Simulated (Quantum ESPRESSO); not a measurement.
# CsI under changes of volume

One of the cells (47.619 Å³/atom); the others are scaled copies at fixed shape and fractional positions:

```
Cs I
1.0
     4.56670    0.00000    0.00000
     0.00000    4.56670    0.00000
     0.00000    0.00000    4.56670
Cs I
1 1
Direct
  0.00000 0.00000 0.00000
  0.50000 0.50000 0.50000
```

```yaml
Program: Quantum ESPRESSO 7.5
Functional: PBE
Dispersion: D3(BJ)
Potentials_or_basis: PseudoDojo 0.4.1 SR PBE standard
Cutoff: 952 eV
Density_cutoff: 3810 eV
k_mesh: 6 × 6 × 6
Occupations: fermi-dirac, width 0.05 eV
Spin: no spin polarisation
```

| volume (Å³/atom) | energy over the lowest point (meV/atom) | pressure (GPa) | gap on the mesh (eV) |
| --- | --- | --- | --- |
| 44.762 | ? | ? | ? |
| 45.714 | 3.22 | 0.5 | 4.03 |
| 46.666 | 0.80 | 0.3 | 3.95 |
| 47.619 | 0.00 | 0.0 | 3.88 |
| 48.571 | 0.64 | -0.2 | 3.82 |
| 49.523 | 2.53 | -0.4 | 3.76 |
| 50.476 | 5.55 | -0.6 | 3.70 |

Problem. What does the run at 44.762 Å³/atom give?

Solution. Energy over the lowest point 7.46 meV/atom; pressure 0.9 GPa; gap on the mesh 4.10 eV.

Worked out: A Birch-Murnaghan fit of order 3 (a polynomial in V^(-2/3)) to the other rows has its minimum at 47.65 Å³/atom with B0 = V·E''(V) = 12.0 GPa and B' = 5.2. It gives 7.48 meV/atom at 44.762 Å³/atom, against the run's 7.46, and -dE/dV = 0.9 GPa, against 0.9. A straight line through the other rows of the gap, of slope -3.29 eV per unit of ln V, extrapolates to 4.09 eV, against the run's 4.10.

Energies are extrapolated to zero smearing.

Caveats: spin-orbit coupling is left out, which moves the levels of the heavy elements.

A mesh can miss the band edges.
